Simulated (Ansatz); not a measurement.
Crystal: As.

```xyz
2
Lattice="-2.7037 0.0000 -2.7037 0.0000 -2.7037 -2.7037 -2.7037 -2.7037 0.0000" Properties=species:S:1:pos:R:3 pbc="T T T"
As   -1.4417   -1.3087   -1.3613
As   -3.9656   -4.0987   -4.0461
```

This isn't the form of As at room conditions, which is rhombohedral.

The cell isn't the ideal one: all atoms moved at random, sigma 0.1 Å a component.

Base run:

* Program: Ansatz 0.2.0
* Functional: HSE06 form with a typed share of exact exchange
* Potentials or basis: Ansatz PAW
* Cutoff: 420 eV (not typed: the program's choice for these potentials)
* k mesh: 5 × 5 × 5
* Occupations: fermi-dirac, width 0.05 eV
* Spin: no spin polarisation

Its results: band gap on the k mesh 0.18 eV, indirect (least direct gap 0.34 eV); pressure 2.7 GPa; largest force 0.794 eV/Å.

Question: The run is repeated on the same cell with these changes: screening (1/å) from 0.6 to 0.3. What comes out?

Answer: Band gap on the k mesh 0.18 eV, indirect (least direct gap 0.37 eV); pressure 1.5 GPa; largest force 0.917 eV/Å.

Caveats: odd divisions of the mesh miss points on the zone boundary, where band edges often lie, so the gap on the mesh can be too wide; the PAW data sets come from PBE, with cores solved anew for the run's functional, which leaves a small shift of forces and pressure; the thresholds are loose for stress.

A k mesh can miss the band edges.
